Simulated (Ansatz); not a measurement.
# CdS (Hawleyite) (F-43m) in Ansatz: notebook

Runs on CdS (Hawleyite). Level: PBE. Tasks: single point.

Program: Ansatz 0.2.0. These are calculated values, not measurements. Logs are shortened: lines on timing, memory, paths and dates and some standing lists are left out, and cuts for length are marked.

## (1) The structure

Symmetry: F-43m, No. 216, cubic system. The conventional cell has a = 5.833 Å, b = 5.833 Å, c = 5.833 Å, α = 90.00°, β = 90.00°, γ = 90.00°. Cd (site symmetry -43m) is surrounded by 4 S at 2.53 Å. Around S (site symmetry -43m) lie 4 Cd at 2.53 Å.

## (2) Single point, PBE

The input, input.yaml:

```yaml
crystal:
  lattice:
    - [0.0, 2.9165, 2.9165]
    - [2.9165, 0.0, 2.9165]
    - [2.9165, 2.9165, 0.0]
  atoms:
    - { symbol: Cd, position: [0.0, 0.0, 0.0] }
    - { symbol: S, position: [0.75, 0.75, 0.75] }
kpoints:
  mp_grid: { grid: [3, 3, 3] }
scf:
  occupations: { method: fermi_dirac, width: 0.03 }
hamiltonian:
  xc: pbe
  pseudopotentials: { kind: all_electron, lapw: { basis_error: 0.003 } }
output:
  forces: true
  stress: true
  eigenvalues: true
```

Potentials or basis: all-electron LAPW, scalar-relativistic.

Started as:

```console
> ansatz run input.yaml --threads 1 --pin off --max-ram 3072MiB --backend cpu --events-out ev --progress --plain --runs-dir out
```

Standard output:

```text
Warning: RAYON_NUM_THREADS=1 ignored (pool sized by the plan → 1); use --threads N
LAPW: plane waves up to 7.528 Å⁻¹, error target 3.0e-3 eV per atom; small_component_spin mean_spin; S in spheres of 1.090 Å, 14 of its electrons in bands, Dirac shells []; Cd in spheres of 1.436 Å, 20 of its electrons in bands, Dirac shells [] (how accurate: hamiltonian.pseudopotentials.lapw.basis_error, Limitations)
Engine: ansatz 0.2.0, x86_64-unknown-linux-gnu
Pseudopotentials: kind: all_electron
Pseudopotential: Cd, LAPW, valence charge 20, lapw/all_electron/scalar/gaussian/Cd, Koelling and Harmon's equation, gaussian nucleus
Pseudopotential: S, LAPW, valence charge 14, lapw/all_electron/scalar/gaussian/S, Koelling and Harmon's equation, gaussian nucleus
Functional definition: PBE
  parameter kappa = 0.804
  parameter beta = 0.06672455060314922
  exchange = pbe_x(kappa = kappa, mu = beta*pi^2/3)
  correlation = pbe_c(beta = beta)
Crystal: 2 atoms, lattice volume = 49.615 Å³
Basis set: ecut = 215.90581349188753 eV, 339 PW (Γ), exchange–correlation at level 2
Bands: 21, of which v1, the nominal top of the filled ones, is band 17 counted from 1 (16 counted from 0)
Symmetry: 24 space group operations
Space group: F-43m (ITA 216), of the structure as read, at distance tolerance 3.7e-5 Å
k-points: 4 of 27 (time reversal used)
Non-local potential: Cd, projectors of the file, none
Non-local potential: S, projectors of the file, none
Initial density: superposition of atomic densities (chi_scale 0.1, normalization cell, long waves kept (reshape's long-wave potential 0.00 eV rms))
Initial wavefunctions: plane waves of lowest kinetic energy (no species holds an atomic orbital)
Functional: x = pbe(κ = 0.804, μ = 0.2195149727645171), c = pbe(β = 0.06672455060314922)
iter 1 solved again at ethr=4.71e-3 eV; its pass at ethr=1.00e-1 eV (dr2=1.60e0 eV) is discarded
SCF iter   1: F=—  HF=-163099.851071 eV  |F-HF|=—  |Δ(HF+E_count)|=         —  Δρ=3.98e-2  dr2=1.60e0  ethr=4.71e-3  ⟨swp⟩=2.0  Hψ=573  notcnv=0
preconditioner: auto → none  [insulator: Δε(μ)=1.736 eV  Ē_g=12.015 eV  σ=0.030 eV  W_gap=1.00  n_scr=14 (ndim 8)  ℏωp=22.4 eV  f_vac=0.148  D(μ)=0.00/eV (n_scr^D=0)  ε∞_Penn≈4.5]
iter 2 solved again at ethr=1.42e-4 eV; its pass at ethr=4.71e-3 eV (dr2=4.83e-2 eV) is discarded
SCF iter   2: F=—  HF=-163099.299921 eV  |F-HF|=—  |Δ(HF+E_count)|=   5.51e-1  Δρ=1.14e-2  dr2=4.83e-2  ethr=1.42e-4  ⟨swp⟩=2.0  Hψ=447  notcnv=0
SCF iter   3: F=—  HF=-163099.248028 eV  |F-HF|=—  |Δ(HF+E_count)|=   5.19e-2  Δρ=5.52e-3  dr2=1.35e-2  ethr=1.42e-4  ⟨swp⟩=3.0  Hψ=265  notcnv=0
SCF iter   4: F=—  HF=-163099.248549 eV  |F-HF|=—  |Δ(HF+E_count)|=   5.21e-4  Δρ=1.44e-3  dr2=9.39e-4  ethr=3.98e-5  ⟨swp⟩=2.0  Hψ=247  notcnv=0
SCF iter   5: F=—  HF=-163099.248242 eV  |F-HF|=—  |Δ(HF+E_count)|=   3.07e-4  Δρ=2.15e-4  dr2=1.77e-5  ethr=2.76e-6  ⟨swp⟩=2.5  Hψ=233  notcnv=0
SCF iter   6: F=—  HF=-163099.248269 eV  |F-HF|=—  |Δ(HF+E_count)|=   2.73e-5  Δρ=3.66e-5  dr2=4.97e-7  ethr=5.21e-8  ⟨swp⟩=3.0  Hψ=249  notcnv=0
SCF iter   7: F=-163099.248271 eV  HF=-163099.248271 eV  |F-HF|=1.14e-8  |Δ(HF+E_count)|=   1.54e-6  Δρ=3.56e-6  dr2=5.43e-9  ethr=1.46e-9  ⟨swp⟩=3.0  Hψ=252  notcnv=0
SCF 1 converged in 7 iterations: F = -163099.248271 eV  dr2 = 5.43e-9
SCF converged after 7 iterations
Free energy (F): -163099.248271 eV
Harris-Foulkes:  -163099.248271 eV  (|F-HF|=1.14e-8)
Internal energy: -163099.248271 eV  (E = F + TS)
E sigma→0 (E₀):  -163099.248271 eV
Fermi energy:    8.398209 eV
--- Per-component energies (eV) ---
  E_band       = -1725.237141
  E_kinetic    = 170389.950106
  E_xc         = -4908.564282
  E_electrostatic = -328580.634095  (all electrons and nuclei)
  E_smearing   = -0.000000  (= −TS)
  E_closure    = 0.000000  (closes the sum)
  E_atoms      = -163093.279048  (free atoms, spherical and without spin; not in F)
  Σ components = -163099.248271   (vs F -163099.248271, Δ=0.00e0)
  Basis errors (estimates in eV, not in F): energy 1.3e-3 per atom: plane waves 1.2e-3 (7.4e-4 summed), levels above the bands 2.1e-123, relativity 2.3e-7, radial functions 8.6e-5, core shells 1.9e-7; eigenvalues (radial functions only) 3.7e-6; not estimated: angular momenta, meshes, grids; target (lapw.basis_error) 3.0e-3; muffin-tin radii S 1.090 Å, Cd 1.436 Å
--- Forces (eV/Å), atoms counted from 1 ---
  atom   1  Cd     0.00000000    -0.00000000     0.00000000
  atom   2  S     -0.00000000     0.00000000    -0.00000000
  max |Σ_I F_I| component: 3.47e-17 eV/Å
--- Stress (GPa, compression-positive) ---
        3.595504      -0.000000      -0.000000
       -0.000000       3.595504       0.000000
       -0.000000       0.000000       3.595504
  P = ⅓ Tr σ = 3.5955 GPa (35.955 kbar)
--- Band table (eV) ---
  k-point 0: bands = ["-196.5463", "-141.3181", "-141.3181", "-141.3181", "-93.5595", "-54.6313", "-54.6313", "-54.6313", "-4.5274", "0.0286", "0.0286", "0.0286", "0.4992", "0.4992", "7.8284", "7.8284", "7.8284", "8.9350", "14.3039", "14.3039", "14.3039"]
  k-point 1: bands = ["-196.5463", "-141.3181", "-141.3181", "-141.3181", "-93.5595", "-54.6318", "-54.6314", "-54.6314", "-4.2040", "0.1267", "0.1267", "0.5002", "0.5161", "0.5161", "4.4009", "7.2469", "7.2469", "10.7647", "14.5202", "14.8483", "14.8483"]
  k-point 2: bands = ["-196.5463", "-141.3181", "-141.3181", "-141.3181", "-93.5595", "-54.6318", "-54.6315", "-54.6315", "-4.1013", "0.2509", "0.2761", "0.2761", "0.5641", "0.6147", "4.7092", "6.3581", "6.3581", "11.6396", "12.2465", "16.1676", "16.8918"]
  k-point 3: bands = ["-196.5463", "-141.3181", "-141.3181", "-141.3181", "-93.5595", "-54.6318", "-54.6317", "-54.6315", "-3.9987", "0.2070", "0.2800", "0.4501", "0.5218", "1.0639", "3.8895", "5.2555", "6.5300", "12.2232", "13.5687", "15.7595", "16.2348"]
```

Run time: 3.9 s. Hardware: 1 thread of Intel Xeon at 2.50GHz (Skylake/Cascade Lake), shared host; peak memory 0.24 GiB.

Results:

```
Free energy            : -163099.2483 eV
Pressure               : 3.6 GPa
Band gap on the k mesh : 1.11 eV, direct
```

Levels at points of the mesh, in eV from the valence-band top:
```
           k point  band 13  band 14  band 15  band 16  band 17  band 18  band 19  band 20  band 21
(0.00, 0.00, 0.00)    -7.33    -7.33     0.00     0.00     0.00     1.11     6.48     6.48     6.48
```

Caveat: the k mesh is coarse (spacing up to 0.62 Å⁻¹), so the values aren't converged.

## (3) Single point, PBE

The input, input.yaml:

```yaml
crystal:
  lattice:
    - [0.0, 2.9165, 2.9165]
    - [2.9165, 0.0, 2.9165]
    - [2.9165, 2.9165, 0.0]
  atoms:
    - { symbol: Cd, position: [0.0, 0.0, 0.0] }
    - { symbol: S, position: [0.75, 0.75, 0.75] }
kpoints:
  mp_grid: { grid: [8, 8, 8] }
scf:
  occupations: { method: gaussian, width: 0.02 }
hamiltonian:
  xc: pbe
  pseudopotentials: { kind: all_electron, lapw: { basis_error: 0.001 } }
output:
  forces: true
  stress: true
  eigenvalues: true
```

Potentials or basis: all-electron LAPW, scalar-relativistic.

Started as:

```console
> ansatz run input.yaml --threads 1 --pin off --max-ram 3072MiB --backend cpu --events-out ev --progress --plain --runs-dir out
```

Standard output:

```text
Warning: RAYON_NUM_THREADS=1 ignored (pool sized by the plan → 1); use --threads N
LAPW: plane waves up to 8.043 Å⁻¹, error target 1.0e-3 eV per atom; small_component_spin mean_spin; S in spheres of 1.096 Å, 14 of its electrons in bands, Dirac shells []; Cd in spheres of 1.430 Å, 20 of its electrons in bands, Dirac shells [] (how accurate: hamiltonian.pseudopotentials.lapw.basis_error, Limitations)
Engine: ansatz 0.2.0, x86_64-unknown-linux-gnu
Pseudopotentials: kind: all_electron
Pseudopotential: Cd, LAPW, valence charge 20, lapw/all_electron/scalar/gaussian/Cd, Koelling and Harmon's equation, gaussian nucleus
Pseudopotential: S, LAPW, valence charge 14, lapw/all_electron/scalar/gaussian/S, Koelling and Harmon's equation, gaussian nucleus
Functional definition: PBE
  parameter kappa = 0.804
  parameter beta = 0.06672455060314922
  exchange = pbe_x(kappa = kappa, mu = beta*pi^2/3)
  correlation = pbe_c(beta = beta)
Crystal: 2 atoms, lattice volume = 49.615 Å³
Basis set: ecut = 246.4605403132443 eV, 411 PW (Γ), exchange–correlation at level 2
Bands: 21, of which v1, the nominal top of the filled ones, is band 17 counted from 1 (16 counted from 0)
Symmetry: 24 space group operations
Space group: F-43m (ITA 216), of the structure as read, at distance tolerance 3.7e-5 Å
k-points: 29 of 512 (time reversal used)
Non-local potential: Cd, projectors of the file, none
Non-local potential: S, projectors of the file, none
Initial density: superposition of atomic densities (chi_scale 0.1, normalization cell, long waves kept (reshape's long-wave potential 0.00 eV rms))
Initial wavefunctions: plane waves of lowest kinetic energy (no species holds an atomic orbital)
Functional: x = pbe(κ = 0.804, μ = 0.2195149727645171), c = pbe(β = 0.06672455060314922)
iter 1 solved again at ethr=4.30e-3 eV; its pass at ethr=1.00e-1 eV (dr2=1.46e0 eV) is discarded
SCF iter   1: F=—  HF=-163099.952944 eV  |F-HF|=—  |Δ(HF+E_count)|=         —  Δρ=3.81e-2  dr2=1.46e0  ethr=4.30e-3  ⟨swp⟩=2.0  Hψ=4168  notcnv=0
preconditioner: auto → none  [insulator: Δε(μ)=1.736 eV  Ē_g=11.964 eV  σ=0.020 eV  W_gap=1.00  n_scr=14 (ndim 8)  ℏωp=22.4 eV  f_vac=0.141  D(μ)=0.00/eV (n_scr^D=0)  ε∞_Penn≈4.5]
iter 2 solved again at ethr=1.56e-4 eV; its pass at ethr=4.30e-3 eV (dr2=5.31e-2 eV) is discarded
SCF iter   2: F=—  HF=-163099.462915 eV  |F-HF|=—  |Δ(HF+E_count)|=   4.90e-1  Δρ=1.14e-2  dr2=5.31e-2  ethr=1.56e-4  ⟨swp⟩=2.0  Hψ=3300  notcnv=0
SCF iter   3: F=—  HF=-163099.407760 eV  |F-HF|=—  |Δ(HF+E_count)|=   5.52e-2  Δρ=5.40e-3  dr2=1.27e-2  ethr=1.56e-4  ⟨swp⟩=3.0  Hψ=1978  notcnv=0
SCF iter   4: F=—  HF=-163099.407850 eV  |F-HF|=—  |Δ(HF+E_count)|=         —  Δρ=1.30e-3  dr2=7.47e-4  ethr=3.72e-5  ⟨swp⟩=2.0  Hψ=1792  notcnv=0
the basis was enlarged: its passes take 82.4 KiB over the memory plan, 1 of 1 planned eigensolver slots
SCF iter   5: F=—  HF=-163099.407488 eV  |F-HF|=—  |Δ(HF+E_count)|=   3.62e-4  Δρ=1.99e-4  dr2=1.44e-5  ethr=2.20e-6  ⟨swp⟩=2.0  Hψ=1680  notcnv=0
SCF iter   6: F=—  HF=-163099.407507 eV  |F-HF|=—  |Δ(HF+E_count)|=   1.93e-5  Δρ=3.52e-5  dr2=4.70e-7  ethr=4.24e-8  ⟨swp⟩=3.0  Hψ=1781  notcnv=0
SCF iter   7: F=-163099.407509 eV  HF=-163099.407509 eV  |F-HF|=8.44e-9  |Δ(HF+E_count)|=   1.34e-6  Δρ=4.03e-6  dr2=6.64e-9  ethr=1.38e-9  ⟨swp⟩=3.0  Hψ=1844  notcnv=0
SCF 1 converged in 7 iterations: F = -163099.407509 eV  dr2 = 6.64e-9
SCF converged after 7 iterations
Free energy (F): -163099.407509 eV
Harris-Foulkes:  -163099.407509 eV  (|F-HF|=8.44e-9)
Internal energy: -163099.407509 eV  (E = F + TS)
E sigma→0 (E₀):  -163099.407509 eV
Fermi energy:    8.320572 eV
--- Per-component energies (eV) ---
  E_band       = -1727.380799
  E_kinetic    = 170389.483612
  E_xc         = -4908.328181
  E_electrostatic = -328580.562939  (all electrons and nuclei)
  E_smearing   = -0.000000  (= −TS)
  E_closure    = 0.000000  (closes the sum)
  E_atoms      = -163093.279048  (free atoms, spherical and without spin; not in F)
  Σ components = -163099.407509   (vs F -163099.407509, Δ=0.00e0)
  Basis errors (estimates in eV, not in F): energy 4.4e-4 per atom: plane waves 4.1e-4 (2.4e-4 summed), levels above the bands 0.0e0, relativity 2.0e-8, radial functions 3.6e-5, core shells 2.2e-7; eigenvalues (radial functions only) 9.5e-7; not estimated: angular momenta, meshes, grids; target (lapw.basis_error) 1.0e-3; muffin-tin radii S 1.096 Å, Cd 1.430 Å
--- Forces (eV/Å), atoms counted from 1 ---
  atom   1  Cd     0.00000000    -0.00000000    -0.00000000
  atom   2  S     -0.00000000     0.00000000     0.00000000
  max |Σ_I F_I| component: 3.70e-17 eV/Å
--- Stress (GPa, compression-positive) ---
        2.883303       0.000000      -0.000000
        0.000000       2.883303       0.000000
       -0.000000       0.000000       2.883303
  P = ⅓ Tr σ = 2.8833 GPa (28.833 kbar)
--- Band table (eV; the first three rows and the last of 29) ---
  k-point 0: bands = ["-196.7241", "-141.4981", "-141.4981", "-141.4981", "-93.5578", "-54.6285", "-54.6285", "-54.6285", "-4.6170", "0.0244", "0.0244", "0.0244", "0.5043", "0.5043", "7.7476", "7.7476", "7.7476", "8.8931", "14.2778", "14.2778", "14.2778"]
  k-point 1: bands = ["-196.7241", "-141.4981", "-141.4981", "-141.4981", "-93.5578", "-54.6286", "-54.6285", "-54.6285", "-4.5546", "0.0469", "0.0469", "0.0781", "0.5032", "0.5032", "6.7269", "7.6260", "7.6260", "9.7290", "14.0178", "14.4754", "14.4754"]
  k-point 2: bands = ["-196.7241", "-141.4981", "-141.4981", "-141.4981", "-93.5578", "-54.6288", "-54.6286", "-54.6286", "-4.4031", "0.0956", "0.0956", "0.2710", "0.5085", "0.5085", "5.2596", "7.3519", "7.3519", "10.5282", "14.0216", "14.7802", "14.7802"]
  k-point 28: bands = ["-196.7241", "-141.4981", "-141.4981", "-141.4981", "-93.5578", "-54.6290", "-54.6289", "-54.6288", "-4.0589", "0.2565", "0.2771", "0.4651", "0.5115", "1.1343", "3.8531", "5.4865", "5.5645", "13.1726", "13.1774", "14.9747", "15.7802"]
```

Run time: 19 s. Hardware: 1 thread of Intel Xeon at 2.50GHz (Skylake/Cascade Lake), shared host; peak memory 0.3 GiB.

What came out:

- Free energy: -163099.4075 eV
- Pressure: 2.9 GPa
- Band gap on the k mesh: 1.15 eV, direct

Levels at points of the mesh, in eV from the valence-band top:
| k point | band 13 | band 14 | band 15 | band 16 | band 17 | band 18 | band 19 | band 20 | band 21 |
| --- | --- | --- | --- | --- | --- | --- | --- | --- | --- |
| (0.00, 0.00, 0.00) | -7.24 | -7.24 | 0.00 | 0.00 | 0.00 | 1.15 | 6.53 | 6.53 | 6.53 |
| (0.00, 0.00, -0.50) | -7.21 | -6.86 | -4.39 | -0.75 | -0.75 | 3.01 | 7.00 | 7.00 | 7.46 |
| (0.00, -0.50, -0.50) | -7.16 | -6.80 | -3.95 | -1.88 | -1.88 | 3.56 | 4.36 | 9.19 | 10.78 |

PBE gaps usually lie below the measured ones, often by a third to a half.

(Part 1 of 2 ends here.)
